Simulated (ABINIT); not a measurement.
# InSe (R3m) in ABINIT: notebook

One crystal, InSe, is run at these levels: PBE; tasks: single point.

Everything below comes from runs of ABINIT 10.8.3 (patched build). Logs are shortened: lines on timing, memory, paths and dates and some standing lists are left out, and cuts for length are marked. The log counts tension as positive stress, the text compression.

**Experimental background.**

“The Interaction of Hydrogen with the van der Waals Crystal γ-InSe”, 2020, pmc:7321205 reports, for a bulk crystal of InSe at 300 K: band gap 1.25 eV.

How close the calculation comes is told below.

## 1. The structure

The structure is trigonal, space group R3m (No. 160). The conventional cell has a = 4.000 Å, b = 4.000 Å, c = 25.320 Å, α = 90.00°, β = 90.00°, γ = 120.00°. In (site symmetry 3m) is surrounded by 3 Se at 2.63 Å and 1 In at 2.82 Å. Around In (site symmetry 3m) lie 3 Se at 2.64 Å and 1 In at 2.82 Å. Around Se (site symmetry 3m) lie 3 In at 2.63 Å. Se (site symmetry 3m) has 3 In at 2.64 Å as nearest neighbours.

## 2. Single point, PBE

Input file run.abi:

```
pp_dirpath "./"
pseudos "In.upf, Se.upf"

acell 3*1.0
rprim
     3.7794522493     2.1820677735    15.9492884918
    -3.7794522493     2.1820677735    15.9492884918
     0.0000000000    -4.3641355471    15.9492884918
ntypat 2
znucl 49 34
natom 4
typat 1 1 2 2
xred
     0.8886000000     0.8886000000     0.8886000000
     0.0000000000     0.0000000000     0.0000000000
     0.1719000000     0.1719000000     0.1719000000
     0.3835000000     0.3835000000     0.3835000000

ecut 39.0

kptopt 1
ngkpt 6 6 6
nshiftk 1
shiftk 0.0 0.0 0.0

ixc 11

nband 35
occopt 3
tsmear 0.00183747

nstep 100
tolvrs 1.0e-10

iomode 3
prtwf 0
prtden 0
prteig 0
prtebands 0
enunit 2
```

Potentials or basis: PseudoDojo NC SR PBE v0.4.1 standard.

Command:

```sh
mpirun --bind-to none -np 4 abinit run.abi > log 2>&1
```

run.abo:

```text
.Version 10.8.3 of ABINIT
 Symmetries : space group R3 m (#160); Bravais hR (rhombohedral)
================================================================================
 Values of the parameters that define the memory need of the present run
     intxc =       0    ionmov =       0      iscf =       7    lmnmax =       6
     lnmax =       6     mgfft =      96  mpssoang =       3    mqgrid =    3001
     natom =       4  nloc_mem =       1    nspden =       1   nspinor =       1
    nsppol =       1      nsym =       6    n1xccc =    2501    ntypat =       2
    occopt =       3   xclevel =       2
       mpw =        9219          nfft =      884736          nkpt =          32
================================================================================
================================================================================

--------------------------------------------------------------------------------
------------- Echo of variables that govern the present computation ------------
--------------------------------------------------------------------------------
 -outvars: echo values of preprocessed input variables --------
            acell      1.0000000000E+00  1.0000000000E+00  1.0000000000E+00 Bohr
              amu      1.14820000E+02  7.89600000E+01
             ecut      3.90000000E+01 Hartree
           enunit           2
              ixc          11
         kptrlatt        6    0    0      0    6    0      0    0    6
          kptrlen      4.53534270E+01
            natom           4
            nband          35
            ngfft          96      96      96
             nkpt          32
            nstep         100
             nsym           6
           ntypat           2
           occopt           3
           prtden           0
        prtebands           0
           prteig           0
            prtwf           0
            rprim      3.7794522493E+00  2.1820677735E+00  1.5949288492E+01
                      -3.7794522493E+00  2.1820677735E+00  1.5949288492E+01
                       0.0000000000E+00 -4.3641355471E+00  1.5949288492E+01
          spgroup         160
           tolvrs      1.00000000E-10
           tsmear      1.83747000E-03 Hartree
            typat      1  1  2  2
           xangst     -3.0961892220E-16 -4.7022575406E-11  2.2499351985E+01
                       0.0000000000E+00  0.0000000000E+00  0.0000000000E+00
                      -1.0465246063E-17 -9.0965316552E-12  4.3525079970E+00
                      -1.7582319794E-17 -2.0293982415E-11  9.7102199934E+00
            xcart     -5.8509496635E-16 -8.8859789253E-11  4.2517613261E+01
                       0.0000000000E+00  0.0000000000E+00  0.0000000000E+00
[... 153 lines left out ...]
    1     -0.00000000000000     0.00000000000000     0.37023734616557
    2      0.00000000000000    -0.00000000000000    -0.35481993829387
    3      0.00000000000000    -0.00000000000000    -0.26674513338283
    4     -0.00000000000000     0.00000000000000     0.25132772551112
 frms,max,avg= 1.8195500E-01 3.7023735E-01   0.000E+00  0.000E+00  2.403E-05 e/A
 length scales=  1.000000000000  1.000000000000  1.000000000000 bohr
              =  0.529177210544  0.529177210544  0.529177210544 angstroms
 Fermi (or HOMO) energy (hartree) =   0.14994   Average Vxc (hartree)=  -0.34326
 Eigenvalues (hartree) for nkpt=  32  k points:
 kpt#   1, nband= 35, wtk=  0.00463, kpt=  0.0000  0.0000  0.0000 (reduced coord)
  -1.60530   -1.60530   -1.60500   -1.60500   -1.60359   -1.60359   -1.60336   -1.60336
  -1.60300   -1.60279   -0.40310   -0.39652   -0.39652   -0.39351   -0.39351   -0.39291
  -0.39291   -0.38723   -0.38723   -0.38721   -0.35658   -0.34215   -0.08917    0.01563
   0.08634    0.09405    0.09405    0.09748    0.09748    0.20417    0.21896    0.30364
   0.30364    0.33263    0.34384
      occupation numbers for kpt#   1
   2.00000    2.00000    2.00000    2.00000    2.00000    2.00000    2.00000    2.00000
   2.00000    2.00000    2.00000    2.00000    2.00000    2.00000    2.00000    2.00000
   2.00000    2.00000    2.00000    2.00000    2.00000    2.00000    2.00000    2.00000
   2.00000    2.00000    2.00000    2.00000    2.00000    0.00000    0.00000    0.00000
   0.00000    0.00000    0.00000
 prteigrs : prtvol=0 or 1, do not print more k-points.

 Fermi (or HOMO) energy (eV) =   4.07995   Average Vxc (eV)=  -9.34055
 Eigenvalues (   eV  ) for nkpt=  32  k points:
 kpt#   1, nband= 35, wtk=  0.00463, kpt=  0.0000  0.0000  0.0000 (reduced coord)
 -43.68254  -43.68254  -43.67426  -43.67426  -43.63603  -43.63603  -43.62978  -43.62978
 -43.61986  -43.61427  -10.96892  -10.78990  -10.78990  -10.70796  -10.70796  -10.69157
 -10.69157  -10.53707  -10.53707  -10.53648   -9.70292   -9.31025   -2.42650    0.42519
   2.34941    2.55931    2.55931    2.65258    2.65258    5.55573    5.95810    8.26251
   8.26251    9.05119    9.35646
 prteigrs : prtvol=0 or 1, do not print more k-points.

--- !EnergyTerms
iteration_state     : {dtset: 1, }
comment             : Components of total free energy in Hartree
kinetic             :  2.40573197871210E+02
hartree             :  1.14124480587790E+02
xc                  : -8.85338991610554E+01
Ewald energy        : -1.97130854256124E+02
psp_core            :  8.06352021656901E+00
local_psp           : -3.16721587943351E+02
non_local_psp       : -1.35824568984616E+02
internal            : -3.75449711669578E+02
'-kT*entropy'       : -2.52944781635932E-06
total_energy        : -3.75449714199026E+02
total_energy_eV     : -1.02165071890129E+04
band_energy         : -4.09114400642351E+01
...

 Cartesian components of stress tensor (hartree/bohr^3)
  sigma(1 1)= -1.03437093E-04  sigma(3 2)=  2.11349939E-14
  sigma(2 2)= -1.03437093E-04  sigma(3 1)=  0.00000000E+00
  sigma(3 3)= -5.83722312E-05  sigma(2 1)=  0.00000000E+00

-Cartesian components of stress tensor (GPa)         [Pressure=  2.6013E+00 GPa]
- sigma(1 1)= -3.04322434E+00  sigma(3 2)=  6.21812990E-10
- sigma(2 2)= -3.04322434E+00  sigma(3 1)=  0.00000000E+00
- sigma(3 3)= -1.71737033E+00  sigma(2 1)=  0.00000000E+00

== END DATASET(S) ==============================================================
================================================================================

 -outvars: echo values of variables after computation  --------
            acell      1.0000000000E+00  1.0000000000E+00  1.0000000000E+00 Bohr
           etotal     -3.7544971420E+02
            fcart     -3.3636467933E-20  4.4695903681E-19  7.1999700534E-03
                       1.1764443402E-19 -1.4378036420E-18 -6.9001492057E-03
                       8.8904189292E-20 -4.3553767336E-19 -5.1873669476E-03
                      -1.7291215538E-19  1.4263822785E-18  4.8875460999E-03
            rprim      3.7794522493E+00  2.1820677735E+00  1.5949288492E+01
                      -3.7794522493E+00  2.1820677735E+00  1.5949288492E+01
                       0.0000000000E+00 -4.3641355471E+00  1.5949288492E+01
           strten     -1.0343709294E-04 -1.0343709304E-04 -5.8372231197E-05
                       2.1134993942E-14  0.0000000000E+00  0.0000000000E+00
           xangst     -3.0961892220E-16 -4.7022575406E-11  2.2499351985E+01
                       0.0000000000E+00  0.0000000000E+00  0.0000000000E+00
                      -1.0465246063E-17 -9.0965316552E-12  4.3525079970E+00
                      -1.7582319794E-17 -2.0293982415E-11  9.7102199934E+00
             xred      8.8860000000E-01  8.8860000000E-01  8.8860000000E-01
                       0.0000000000E+00  0.0000000000E+00  0.0000000000E+00
                       1.7190000000E-01  1.7190000000E-01  1.7190000000E-01
                       3.8350000000E-01  3.8350000000E-01  3.8350000000E-01
 Calculation completed.
```

Wall time 7.5 min (4 MPI ranks of Arm Neoverse V2, shared host); peak memory 1.6 GiB.

Results:

| Quantity | Value |
| --- | --- |
| Free energy | -10216.5072 eV |
| Pressure | 2.6 GPa |
| Largest force | 0.370 eV/Å |
| Band gap on the k mesh | 0.43 eV, direct |
| Valence electrons inside the program's atomic spheres | In 9.89, 9.90; Se 13.24 |

Forces on the atoms (eV/Å):
```
In   0.000  0.000  0.370
In   0.000  0.000 -0.355
Se   0.000  0.000 -0.267
Se   0.000  0.000  0.251
```

Levels at points of the mesh, in eV from the valence-band top:
| k point | band 27 | band 28 | band 29 | band 30 | band 31 | band 32 |
| --- | --- | --- | --- | --- | --- | --- |
| (0.00, 0.00, 0.00) | -1.30 | -1.21 | -1.21 | 1.69 | 2.10 | 4.40 |
| (0.50, 0.00, 0.00) | -2.34 | -2.23 | -1.67 | 1.21 | 1.96 | 3.64 |
| (0.50, 0.50, 0.00) | -2.50 | -2.05 | -1.50 | 1.18 | 1.97 | 3.30 |
| (0.50, 0.50, 0.50) | -1.14 | -1.14 | 0.00 | 0.43 | 2.16 | 4.32 |

Caveat: spin-orbit coupling is left out, which moves the levels of the heavy elements.

## 3. Single point, PBE

Input file run.abi:

```
# Pseudopotentials
pp_dirpath "./"
pseudos "In.GGA_PBE-JTH.xml, Se.GGA_PBE-JTH.xml"

# Structure
acell 16.5355823142 16.5355823142 16.5355823142
rprim
     0.2285648112     0.1319619553     0.9645435031
    -0.2285648112     0.1319619553     0.9645435031
     0.0000000000    -0.2639239105     0.9645435031
ntypat 2
znucl 49 34
natom 4
typat 1 1 2 2
xred
     0.8886000000     0.8886000000     0.8886000000
     0.0000000000     0.0000000000     0.0000000000
     0.1719000000     0.1719000000     0.1719000000
     0.3835000000     0.3835000000     0.3835000000

# Plane-wave basis
ecut 16.0
pawecutdg 32.0

# k points
kptopt 1
ngkpt 6 6 6
nshiftk 1
shiftk 0.0 0.0 0.0

# Exchange and correlation
ixc 11

# Bands and occupations
nband 23
occopt 3
tsmear 0.00183747

# SCF cycle
nstep 100
tolvrs 1.0e-9

# Output
iomode 3
prtwf 0
prtden 0
prteig 0
prtebands 0
```

Potentials or basis: JTH PAW PBE v2.0.

Command:

```sh
mpirun --bind-to none -np 4 abinit run.abi > log 2>&1
```

It took 48 s on 4 MPI ranks of Arm Neoverse V2, shared host; peak memory 1.2 GiB.

It converged, with:

```yaml
Free_energy: -3681.7550 eV
Largest_force: 0.372 eV/Å
Band_gap_on_the_k_mesh: 0.43 eV, direct
Valence_electrons_inside_the_program's_atomic_spheres: In 11.18; Se 3.95
```

Forces in eV/Å, atoms in the order of the input:
```
In   0.000  0.000  0.372
In   0.000  0.000 -0.361
Se   0.000  0.000 -0.266
Se   0.000  0.000  0.255
```

Levels at points of the mesh, in eV from the valence-band top:
| k point | band 15 | band 16 | band 17 | band 18 | band 19 | band 20 | band 21 | band 22 | band 23 |
| --- | --- | --- | --- | --- | --- | --- | --- | --- | --- |
| (0.00, 0.00, 0.00) | -1.51 | -1.31 | -1.31 | -1.21 | -1.21 | 1.68 | 2.10 | 4.40 | 4.40 |
| (0.50, 0.00, 0.00) | -3.46 | -2.39 | -2.34 | -2.24 | -1.67 | 1.22 | 1.96 | 3.64 | 3.98 |
| (0.50, 0.50, 0.00) | -3.22 | -2.66 | -2.50 | -2.06 | -1.50 | 1.18 | 1.98 | 3.30 | 3.61 |
| (0.50, 0.50, 0.50) | -1.37 | -1.37 | -1.14 | -1.14 | 0.00 | 0.43 | 2.15 | 4.32 | 4.32 |

Caveat: the cutoff is too short for stress, so the log's stress isn't used; spin-orbit coupling is left out, which moves the levels of the heavy elements. A k mesh can miss the band edges.

## 4. How close it comes

Step 2. Measured gap of InSe: 1.25 eV (300 K; “The Interaction of Hydrogen with the van der Waals Crystal γ-InSe”, 2020, pmc:7321205). This calculation gives 0.43 eV (-0.82 eV). Spin-orbit coupling on In, Se is left out. The value is that of PBE on a finite k mesh, which can miss the band edges, without temperature or zero-point motion. Semilocal functionals fall short of measured gaps as a rule.
